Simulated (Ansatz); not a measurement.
Geometry optimisation in Ansatz: input, command and trajectory.

```yaml
crystal:
  lattice:
    - [2.8503675498, 2.8503675498, 0.0]
    - [-2.7133306484, 2.7133306484, 0.0]
    - [0.0, 0.0, 5.4266612968]
  atoms:
    - { symbol: Cd, position: [0.0, 0.0, 0.0] }
    - { symbol: Cd, position: [0.5, 0.5, 0.5] }
    - { symbol: F, position: [0.0, 0.5, 0.7488835858] }
    - { symbol: F, position: [0.5, 0.0, 0.7511164142] }
    - { symbol: F, position: [0.5, 0.0, 0.2488835858] }
    - { symbol: F, position: [0.0, 0.5, 0.2511164142] }
basis:
  ecutwfc: 420
kpoints:
  mp_grid: { grid: [6, 6, 4] }
hamiltonian:
  xc: pbe
scf:
  occupations: { method: gaussian, width: 0.02 }
output:
  forces: true
  stress: true
  eigenvalues: true
relax:
  adjacent_minimum: "off"
  f_tol: 0.008
  max_steps: 40
  cell: { stress_tol: 0.015, fix: [a, angles] }
```

```bash
ansatz run input.yaml --threads 1 --pin off --max-ram 2560MiB --backend cpu --events-out ev --progress --plain --runs-dir out
```

Level of theory: DFT PBE, scalar-relativistic, plane waves, PAW (Ansatz 0.2.0).

Of 8 frames 7 are shown, positions in Å and forces in eV/Å; the SCF threshold varies from step to step. Steps run on the plane waves of an earlier cell, with a Pulay correction in the pressure. The basis is chosen afresh for the last frame, the zero of the energies, and at times for earlier ones too; energy and pressure can step there, also at an unchanged geometry. Where two frames share a geometry here, they differ by under 2 meV/atom and 0.3 GPa.

```xyz
6
Lattice="2.8504 2.8504 0.0000 -2.7133 2.7133 0.0000 0.0000 0.0000 5.4267" Properties=species:S:1:pos:R:3:forces:R:3 pbc="T T T" step=1 free_energy_over_end_meV_per_atom=1.29 pressure_GPa=-1.55
Cd    0.0000    0.0000    0.0000    0.0000    0.0000    0.0000
Cd    0.0685    2.7818    2.7133    0.0000    0.0000    0.0000
F    -1.3567    1.3567    4.0639    0.0000    0.0000   -0.0049
F     1.4252    1.4252    4.0761    0.0000    0.0000    0.0049
F     1.4252    1.4252    1.3506    0.0000    0.0000   -0.0049
F    -1.3567    1.3567    1.3627    0.0000    0.0000    0.0049
6
Lattice="2.8504 2.8504 0.0000 -2.6751 2.6751 0.0000 0.0000 0.0000 5.4682" Properties=species:S:1:pos:R:3:forces:R:3 pbc="T T T" step=2 free_energy_over_end_meV_per_atom=-0.04 pressure_GPa=-0.94
Cd    0.0000    0.0000    0.0000    0.0000    0.0000    0.0000
Cd    0.0876    2.7627    2.7341    0.0000    0.0000    0.0000
F    -1.3376    1.3376    4.0819    0.0000    0.0000    0.0524
F     1.4252    1.4252    4.1204    0.0000    0.0000   -0.0524
F     1.4252    1.4252    1.3478    0.0000    0.0000    0.0524
F    -1.3376    1.3376    1.3863    0.0000    0.0000   -0.0524
6
Lattice="2.8504 2.8504 0.0000 -2.6733 2.6733 0.0000 0.0000 0.0000 5.4579" Properties=species:S:1:pos:R:3:forces:R:3 pbc="T T T" step=3 free_energy_over_end_meV_per_atom=-0.36 pressure_GPa=-0.63
Cd    0.0000    0.0000    0.0000    0.0000    0.0000    0.0000
Cd    0.0885    2.7619    2.7290    0.0000    0.0000    0.0000
F    -1.3367    1.3367    4.0814    0.0000    0.0000    0.0067
F     1.4252    1.4252    4.1055    0.0000    0.0000   -0.0067
F     1.4252    1.4252    1.3524    0.0000    0.0000    0.0067
F    -1.3367    1.3367    1.3765    0.0000    0.0000   -0.0067
6
Lattice="2.8504 2.8504 0.0000 -2.6734 2.6734 0.0000 0.0000 0.0000 5.4623" Properties=species:S:1:pos:R:3:forces:R:3 pbc="T T T" step=4 free_energy_over_end_meV_per_atom=-0.31 pressure_GPa=-0.70
Cd    0.0000    0.0000    0.0000    0.0000    0.0000    0.0000
Cd    0.0885    2.7619    2.7311    0.0000    0.0000    0.0000
F    -1.3367    1.3367    4.0862    0.0000    0.0000   -0.0015
F     1.4252    1.4252    4.1072    0.0000    0.0000    0.0015
F     1.4252    1.4252    1.3551    0.0000    0.0000   -0.0015
F    -1.3367    1.3367    1.3761    0.0000    0.0000    0.0015
6
Lattice="2.8504 2.8504 0.0000 -2.6733 2.6733 0.0000 0.0000 0.0000 5.4611" Properties=species:S:1:pos:R:3:forces:R:3 pbc="T T T" step=5 free_energy_over_end_meV_per_atom=-0.33 pressure_GPa=-0.68
Cd    0.0000    0.0000    0.0000    0.0000    0.0000    0.0000
Cd    0.0885    2.7618    2.7305    0.0000    0.0000    0.0000
F    -1.3366    1.3366    4.0850    0.0000    0.0000   -0.0002
F     1.4252    1.4252    4.1066    0.0000    0.0000    0.0002
F     1.4252    1.4252    1.3545    0.0000    0.0000   -0.0002
F    -1.3366    1.3366    1.3761    0.0000    0.0000    0.0002
6
Lattice="2.8504 2.8504 0.0000 -2.6733 2.6733 0.0000 0.0000 0.0000 5.4611" Properties=species:S:1:pos:R:3:forces:R:3 pbc="T T T" step=6 free_energy_over_end_meV_per_atom=0.00 pressure_GPa=-0.73
Cd    0.0000    0.0000    0.0000    0.0000    0.0000    0.0000
Cd    0.0885    2.7618    2.7305    0.0000    0.0000    0.0000
F    -1.3366    1.3366    4.0850    0.0000    0.0000    0.0000
F     1.4252    1.4252    4.1066    0.0000    0.0000    0.0000
F     1.4252    1.4252    1.3545    0.0000    0.0000    0.0000
F    -1.3366    1.3366    1.3761    0.0000    0.0000    0.0000
6
Lattice="2.8504 2.8504 0.0000 -2.6700 2.6700 0.0000 0.0000 0.0000 5.4641" Properties=species:S:1:pos:R:3:forces:R:3 pbc="T T T" step=8 free_energy_over_end_meV_per_atom=0.00 pressure_GPa=-0.66
Cd    0.0000    0.0000    0.0000    0.0000    0.0000    0.0000
Cd    0.0902    2.7602    2.7321    0.0000    0.0000    0.0000
F    -1.3350    1.3350    4.0870    0.0000    0.0000   -0.0001
F     1.4252    1.4252    4.1092    0.0000    0.0000    0.0001
F     1.4252    1.4252    1.3549    0.0000    0.0000   -0.0001
F    -1.3350    1.3350    1.3772    0.0000    0.0000    0.0001
```

Time: 74 s on 1 thread of Arm Neoverse V1, on a shared host, peak memory 0.41 GiB.